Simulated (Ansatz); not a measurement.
# B (P4/mmm) in Ansatz: convergence with scf exx energy threshold

Aim: find how far scf exx energy threshold must go before the results for B settle, at HSE06. This setting moves, with any that are tied to it; all else stays.

Everything below comes from runs of Ansatz 0.2.0. Logs are shortened: lines on timing, memory, paths and dates and some standing lists are left out, and cuts for length are marked.

**1. The crystal as given**

It takes space group P4/mmm (No. 123, tetragonal). The conventional cell has a = 2.346 Å, b = 2.346 Å, c = 1.586 Å, α = 90.00°, β = 90.00°, γ = 90.00°. B (site symmetry 4/mmm) is surrounded by 2 B at 1.59 Å.

The cell was built by a generator and needn't be a form met in nature.

**2. With scf exx energy threshold 0.01**

input.yaml reads:

```yaml
crystal:
  lattice:
    - [2.34611, 0.0, 0.0]
    - [0.0, 2.34611, 0.0]
    - [0.0, 0.0, 1.58579]
  atoms:
    - { symbol: B, position: [0.5, 0.5, 0.5] }
hamiltonian:
  xc: hse06
  pseudopotentials: { kind: paw, source: jth }
kpoints:
  mp_grid: { grid: [6, 6, 8] }
scf:
  occupations: { method: fermi_dirac, width: 0.1 }
  exx: { energy_threshold: 0.01 }
output:
  forces: true
  stress: true
  eigenvalues: true
```

Potentials or basis: JTH PAW.

On the command line:

```console
$ ansatz run input.yaml --threads 2 --pin off --max-ram 5632MiB --backend cpu --events-out ev --progress --plain --runs-dir out
```

Output:

```text
Warning: the checks of this B dataset prove no rule for summing its radial tables, as where they were carried onto another mesh than they were made on, and Gregory's rule is taken, under which a leading mesh point left out moves its sums only by what lay on the interval it spanned. That does not make them correct, and they differ from Quantum ESPRESSO's on this file; a re-export a fraction of a mesh step off can move them. hamiltonian.pseudopotentials.radial_quadrature: simpson_from_first_knot sums it by `pw.x`'s rule; on a PAW file no value gives `pw.x`'s numbers. What more to know: hamiltonian.pseudopotentials.radial_quadrature, in the input reference
Warning: output.stress: scf.convergence.dr2_threshold = 1e-7 eV (the SCF's general default) is looser than the 1e-10 eV advised for a printed stress (1e-10 eV for each atom of the cell: 1). What an SCF threshold leaves in a stress goes as its square root, and in the free energy as the threshold itself, and one threshold admits the most on a small cell: of the crystals measured, under no hybrid functional and no lock of the moments, on runs that ended without the residual-converged pass, on stresses that held no estimate of that error, the worst erred by over 100 MPa in a component at 1e-7 eV an atom and by under 5 at 1e-10. Set scf.convergence.dr2_threshold to 1e-10 eV or tighter. The threshold is an SCF's pass mark: one that does not reach it within its budget of iterations ends unconverged, or closes short of it on a stop that the run arms, and scf.convergence.dr2_threshold's page says what that costs each kind of run
Warning: output.stress: scf.exx.energy_threshold = 1e-2 eV is looser than the 1e-8 eV advised for a stress under a hybrid functional (1e-8 eV for each atom of the cell: 1). Every SCF of the exchange loop can meet its threshold on dr2 while the loop round them stops early: no threshold on dr2 bounds what that leaves in the stress. Set scf.exx.energy_threshold to 1e-8 eV or tighter. The threshold is the loop's pass mark: a loop that does not reach it within its budget of cycles ends unconverged, and scf.exx.energy_threshold's page has the law
Warning: RAYON_NUM_THREADS=2 ignored (pool sized by the plan → 2); use --threads N
Engine: ansatz 0.2.0, aarch64-unknown-linux-gnu
Pseudopotentials: kind: paw
Pseudopotential: B, paw, valence charge 3, recommended cutoff 630 eV (normal), B.paw.azcp
Functional definition: HSE06
  parameter a = 0.25
  parameter omega = 0.11/bohr
  exchange = pbe_x - a*pbe_x_sr(omega) + a*exact_x_sr(omega)
  correlation = pbe_c
Crystal: 1 atoms, lattice volume = 8.729 Å³
Basis set: ecut = 630 eV, 315 PW (Γ), exchange–correlation on 40×40×30 points (8 copies of the dense FFT grid, shifted against one another)
Bands: 6, of which v1, the nominal top of the filled ones, is band 2 counted from 1 (1 counted from 0)
Symmetry: 16 space group operations
Space group: P4/mmm (ITA 123), of the structure as read, at distance tolerance 2.1e-5 Å
k-points: 50 of 288
Non-local potential: B, projectors of the file, l = 0: 2, l = 1: 2
PAW form: soft (Blöchl's): semilocal exchange-correlation on the pseudo side does not see the compensation charge
PAW frozen core: B, regenerated for the run's functional, and the local potential with it (the file was generated under x = pbe(κ = 0.804, μ = 0.2195149727645171), c = pbe(β = 0.06672455060314922))
PAW one-centre angular grid: B, 110 points (default); XC on 64 Gauss nodes
Initial density: superposition of atomic densities (chi_scale 0.1, normalization cell)
Initial wavefunctions: pseudopotential atomic-orbital guess
[... 37 lines left out ...]
Free energy (F): -154.863515 eV
Frozen-core exchange: fock
Harris-Foulkes:  -154.863515 eV  (|F-HF|=2.48e-10)
Internal energy: -154.854859 eV  (E = F + TS)
E sigma→0 (E₀):  -154.859187 eV
Entropy (-TS):   -0.008656 eV (-8.656 meV/atom)
Fermi energy:    7.374452 eV
--- Per-component energies (eV) ---
  E_band       = 1.770165
  E_kinetic    = 43.934301
  E_local      = -18.683305  (includes V_loc(G=0)·N_el)
  E_nonlocal   = 9.347697
  E_hartree    = 4.748473
  E_xc         = -24.666222
  E_vxc        = -30.386246  (∫ρ·V_xc dr)
  E_exx        = -4.923094  (= α·E_x^exact, valence–valence)
  E_paw        = -80.058020  (= ΣΔE_a)
  E_vpaw       = -2.093011  (= ΣTr[D̂ρ^β])
  E_aug_tail   = 0.000000  (compensation charges beyond the density's cutoff)
  E_ewald      = -84.542062
  E_core_change = -0.012627  (= ΣΔE_core)
  E_smearing   = -0.008656  (= −TS)
  E_closure    = 0.000000  (closes the sum)
  Σ components = -154.863515   (vs F -154.863515, Δ=-2.84e-14)
--- Forces (eV/Å), atoms counted from 1 ---
  atom   1  B      0.00000000    -0.00000000     0.00000000
  max |Σ_I F_I| component: 9.86e-32 eV/Å
--- Stress (GPa, compression-positive) ---
        1.965469       0.000000       0.000000
        0.000000       1.965469       0.000000
        0.000000       0.000000      -5.881893
  P = ⅓ Tr σ = -0.6503 GPa (-6.503 kbar)
--- Band table (eV; the first three rows and the last of 50) ---
  k-point 0: bands = ["-8.3327", "12.9996", "12.9996", "22.7537", "23.8882", "35.9108"]
  k-point 1: bands = ["-7.5511", "13.8836", "13.8836", "22.7909", "23.7213", "32.9643"]
  k-point 2: bands = ["-5.2758", "16.4490", "16.4490", "18.5684", "26.6107", "30.5954"]
  k-point 49: bands = ["4.6829", "15.4407", "15.4407", "22.4726", "23.7015", "23.7015"]
```

It took 3 s on 2 threads of Arm Neoverse V2, shared host; peak memory 0.38 GiB.

What came out:

```yaml
Free_energy: -154.8635 eV
Pressure: -0.7 GPa
Band_gap_on_the_k_mesh: none (metal or under the smearing width)
```

**3. With scf exx energy threshold 0.001**

input.yaml: that of step 2 with these lines changed.

```diff
@@ -14,3 +14,3 @@
   occupations: { method: fermi_dirac, width: 0.1 }
-  exx: { energy_threshold: 0.01 }
+  exx: { energy_threshold: 0.001 }
 output:
```

Potentials or basis: JTH PAW.

On the command line:

```console
$ ansatz run input.yaml --threads 2 --pin off --max-ram 5632MiB --backend cpu --events-out ev --progress --plain --runs-dir out
```

Wall time 3 s (2 threads of Arm Neoverse V2, shared host); peak memory 0.38 GiB.

What came out:

```
Free energy            : -154.8635 eV
Pressure               : -0.7 GPa
Band gap on the k mesh : none (metal or under the smearing width)
```

**4. With scf exx energy threshold 0.0001**

input.yaml: that of step 3 with these lines changed.

```diff
@@ -14,3 +14,3 @@
   occupations: { method: fermi_dirac, width: 0.1 }
-  exx: { energy_threshold: 0.001 }
+  exx: { energy_threshold: 0.0001 }
 output:
```

On the command line:

```console
$ ansatz run input.yaml --threads 2 --pin off --max-ram 5632MiB --backend cpu --events-out ev --progress --plain --runs-dir out
```

Wall time 3 s (2 threads of Arm Neoverse V2, shared host); peak memory 0.38 GiB.

What came out:

* Free energy: -154.8635 eV
* Pressure: -0.7 GPa
* Band gap on the k mesh: none (metal or under the smearing width)

**5. With scf exx energy threshold 1e-05**

input.yaml: that of step 4 with these lines changed.

```diff
@@ -14,3 +14,3 @@
   occupations: { method: fermi_dirac, width: 0.1 }
-  exx: { energy_threshold: 0.0001 }
+  exx: { energy_threshold: 1.0e-05 }
 output:
```

On the command line:

```console
$ ansatz run input.yaml --threads 2 --pin off --max-ram 5632MiB --backend cpu --events-out ev --progress --plain --runs-dir out
```

Wall time 3 s (2 threads of Arm Neoverse V2, shared host); peak memory 0.38 GiB.

The run converged. Its results:

```
Free energy            : -154.8635 eV
Pressure               : -0.7 GPa
Band gap on the k mesh : none (metal or under the smearing width)
```

**6. With scf exx energy threshold 1e-06**

input.yaml: that of step 5 with these lines changed.

```diff
@@ -14,3 +14,3 @@
   occupations: { method: fermi_dirac, width: 0.1 }
-  exx: { energy_threshold: 1.0e-05 }
+  exx: { energy_threshold: 1.0e-06 }
 output:
```

Potentials or basis: JTH PAW.

On the command line:

```console
$ ansatz run input.yaml --threads 2 --pin off --max-ram 5632MiB --backend cpu --events-out ev --progress --plain --runs-dir out
```

Wall time 3 s (2 threads of Arm Neoverse V2, shared host); peak memory 0.38 GiB.

Results (log left out):

| Item | Value |
| --- | --- |
| Free energy | -154.8635 eV |
| Pressure | -0.7 GPa |
| Band gap on the k mesh | none (metal or under the smearing width) |

**7. With scf exx energy threshold 1e-07**

input.yaml: that of step 6 with these lines changed.

```diff
@@ -14,3 +14,3 @@
   occupations: { method: fermi_dirac, width: 0.1 }
-  exx: { energy_threshold: 1.0e-06 }
+  exx: { energy_threshold: 1.0e-07 }
 output:
```

On the command line:

```console
$ ansatz run input.yaml --threads 2 --pin off --max-ram 5632MiB --backend cpu --events-out ev --progress --plain --runs-dir out
```

It took 3 s on 2 threads of Arm Neoverse V2, shared host; peak memory 0.38 GiB.

Results (log left out):

- Free energy: -154.8635 eV
- Pressure: -0.7 GPa
- Band gap on the k mesh: none (metal or under the smearing width)

**8. Result**

| scf exx energy threshold | energy less the tightest run, at zero smearing (meV/atom) | SCF cycles | CPU time (s) | peak memory (GiB) |
| --- | --- | --- | --- | --- |
| 0.01 | 0.00 | 14 | 5.2 | 0.38 |
| 0.001 | 0.00 | 14 | 5.2 | 0.38 |
| 0.0001 | 0.00 | 14 | 5.2 | 0.38 |
| 1e-05 | 0.00 | 14 | 5.2 | 0.38 |
| 1e-06 | 0.00 | 14 | 5.2 | 0.38 |
| 1e-07 | 0.00 | 14 | 5.2 | 0.38 |

Against the tightest run, the energy stays within 1 meV/atom from 0.01 on. The tightest run that finished is the yardstick and may itself not be fully converged.

Caveats: all runs use coarse meshes; the thresholds are loose for stress.
